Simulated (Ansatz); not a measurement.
# What a trial cell of NaI relaxes into

Level of theory: Ansatz, DFT PBE, scalar-relativistic, plane waves, PAW. Cutoff 420 eV, Γ-centred k mesh, Gaussian smearing, no spin polarisation in the final step.

This is the end of a relaxation of cell and atoms.

```
Na I
1.0
     2.23958   -7.88100    0.00000
     2.23958    7.88100    0.00000
     0.00000    0.00000    4.53039
Na I
2 2
Direct
  0.84047 0.15953 0.75000
  0.15953 0.84047 0.25000
  0.63791 0.36209 0.75000
  0.36209 0.63791 0.25000
```

Formation energies are uncorrected and refer to the elements' standard structures at the same level.

Q: What space group does it have?

A: Cmcm (No. 63). Conventional cell: a = 4.479 Å, b = 15.762 Å, c = 4.530 Å. Na has 5 I at 3.19–3.20 Å; I has 5 Na at 3.19–3.20 Å.

Q: How far does it lie from the elements in energy?

A: -1.235 eV/atom.

Q: Is it a metal?

A: No, the gap on the 6×6×6 mesh is 3.55 eV.

The final run used a 6×6×6 mesh on its 4-atom cell and 0.02 eV smearing. No dispersion correction is applied, so the spacing between layers, chains or molecules is poorly fixed, and with it the volume and density. Spin–orbit coupling is left out. The cell came from a trial start, so NaI may not exist in this structure.

Cost: 4 runs of about 2.9 core-minutes in all, on Intel Xeon Platinum 8175M (Skylake/Cascade Lake) (shared hosts).